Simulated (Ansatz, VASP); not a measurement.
# Two plane-wave programs on TePb

INCAR

```
  PREC = Accurate
  ENCUT = 520
  EDIFF = 1E-6
  ISMEAR = 0
  SIGMA = 0.01
  LREAL = F
  LASPH = T
  NELM = 100
  ALGO = Normal
  ISIF = 2
  LWAVE = F
  LCHARG = T
  GGA = PE
  LELF = T
  LVHAR = T
  NBANDS = 17
```

Contents of KPOINTS:

```
Automatic mesh
0
Gamma
  4 4 4
```

The input POSCAR:

```
TePb
1.0
    0.0000000000      3.2310000000      3.2310000000
    3.2310000000      0.0000000000      3.2310000000
    3.2310000000      3.2310000000      0.0000000000
Te Pb
1 1
Direct
    0.5000000000      0.5000000000      0.5000000000
    0.0000000000      0.0000000000      0.0000000000
```

Input for Ansatz:

```yaml
crystal:
  lattice:
    - [0.0, 3.231, 3.231]
    - [3.231, 0.0, 3.231]
    - [3.231, 3.231, 0.0]
  atoms:
    - { symbol: Te, position: [0.5, 0.5, 0.5] }
    - { symbol: Pb, position: [0.0, 0.0, 0.0] }
kpoints:
  mp_grid:
    grid: [4, 4, 4]
hamiltonian:
  xc: pbe
scf:
  convergence:
    dr2_threshold: 1.0e-10
  occupations:
    method: fixed
output:
  eigenvalues: true
```

Alike in both runs: task single point; functional PBE; k mesh 4 × 4 × 4; no spin polarisation.

|  | VASP | Ansatz |
| --- | --- | --- |
| version | VASP 6.6.1 | Ansatz 0.2.0 |
| potentials or method | VASP PAW PBE potentials, release 64 (Te, Pb_d) | plane waves, PAW |
| plane-wave cutoff (eV) | 520 | 420 |
| occupations | gaussian, width 0.01 eV | fixed |
| valence electrons in the cell | 20 | 30 |

```tsv
	VASP	Ansatz	Ansatz less VASP
gap on the k mesh at the Fermi level (eV)	0.73	0.73	-0.005
```

The two sets of potentials don't hold the same shells in valence.

Caveats: the k mesh is coarse (spacing up to 0.42 Å⁻¹), so the values aren't converged; spin-orbit coupling is left out, which as a rule narrows the gap of such compounds by several tenths of an eV. A k mesh can miss the band edges.
